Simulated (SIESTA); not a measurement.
Runs of SIESTA 5.4.2 on MgS (Niningerite). The structure is cubic, space group Fm-3m (No. 225). Conventional cell: a = 5.203 Å, b = 5.203 Å, c = 5.203 Å, α = 90.00°, β = 90.00°, γ = 90.00°. S (site symmetry m-3m) has 6 Mg at 2.60 Å as nearest neighbours. Mg (site symmetry m-3m) is surrounded by 6 S at 2.60 Å. 

```csv
task,level,potentials or basis,cell,k mesh,optimiser,force tolerance,stress tolerance (GPa),MPI ranks,broadening (eV),energy shift,gap on the mesh (eV),pressure (GPa),V0 of scaled cells (Å³/atom),B0 (GPa)
relaxation of cell and atoms,PBE,"PseudoDojo 0.4 standard (PBE files), DZP (energy shift 0.01 Ry)",relaxed,9 × 9 × 9,Broyden,0.01 eV/Å,0.05,4,-,0.01 Ry,2.80,0.0,-,-
density of states,revPBE,"PseudoDojo 0.4 standard (PBE files), DZP (energy shift 0.02 Ry)",as given,9 × 9 × 9,-,-,-,-,0.2 eV,0.02 Ry,2.98,-0.2,-,-
equation of state,PBE,"PseudoDojo 0.4 standard (PBE files), DZP (energy shift 0.002 Ry)",as given,9 × 9 × 9,-,-,-,-,-,0.002 Ry,-,-,18.44,69
equation of state,PBEsol,"PseudoDojo 0.4 standard (PBEsol files), DZP (energy shift 0.003 Ry; two zetas on semicore shells)",as given,9 × 9 × 9,-,-,-,-,-,0.003 Ry,-,-,17.88,76
equation of state,LDA,"PseudoDojo 0.4 standard (LDA files), DZP (energy shift 0.003 Ry; two zetas on semicore shells)",as given,9 × 9 × 9,-,-,-,-,-,0.003 Ry,-,-,17.41,81
Wannier functions,LDA,"PseudoDojo 0.4 standard (LDA files), SZP (energy shift 0.003 Ry)",as given,7 × 7 × 7,-,-,-,-,-,0.003 Ry,(a),2.3,-,-
band structure,PBE,"PseudoDojo 0.4 standard (PBE files), DZP (energy shift 0.003 Ry; two zetas on semicore shells)",as given,9 × 9 × 9,-,-,-,-,-,0.003 Ry,2.85,3.4,-,-
single point,PBEsol,"PseudoDojo 0.4 standard (PBEsol files), DZP (energy shift 0.003 Ry; two zetas on semicore shells)",as given,9 × 9 × 9,-,-,-,-,-,0.003 Ry,2.78,1.2,-,-
band structure,LDA,"PseudoDojo 0.4 standard (LDA files), DZP (energy shift 0.003 Ry; two zetas on semicore shells)",as given,9 × 9 × 9,-,-,-,-,-,0.003 Ry,2.63,-0.9,-,-
single point,PBE,"PseudoDojo 0.4 standard (PBE files), DZP (energy shift 0.002 Ry)",as given,9 × 9 × 9,-,-,-,-,-,0.002 Ry,2.80,3.5,-,-
optical spectrum,PW86PBE,"PseudoDojo 0.4 stringent (PBE files), DZP (energy shift 0.005 Ry)",as given,9 × 9 × 9,-,-,-,-,0.1 eV,0.005 Ry,2.83,(c),-,-
atomic charges,vdW-DF,"PseudoDojo 0.4 standard (PBE files), TZP (energy shift 0.01 Ry)",as given,9 × 9 × 9,-,-,-,-,-,0.01 Ry,2.98,(b),-,-
```

Alike in all rows: no spin polarisation; smearing fermi-dirac 0.05 eV; grid cutoff 800 Ry.

Question: Estimate the missing entries.

Answer: (a) 2.52; (b) 4.0; (c) 5.1.

Caveats: the basis of atomic orbitals isn't converged, which shifts pressures, moduli and gaps; an odd mesh through Γ misses points on the zone boundary, where band edges often lie (some runs); semicore shells carry a single zeta, which can move pressures by several GPa and volumes by a few percent (some runs); the potentials were made for another functional, which shifts forces and pressure (some runs); the mesh misses the band edges, which the band path finds closer together (some runs); the basis holds too few empty states to meet the f-sum rule, so the spectrum is short of weight at high energy (some runs).

Not every run made on this cell is shown here.
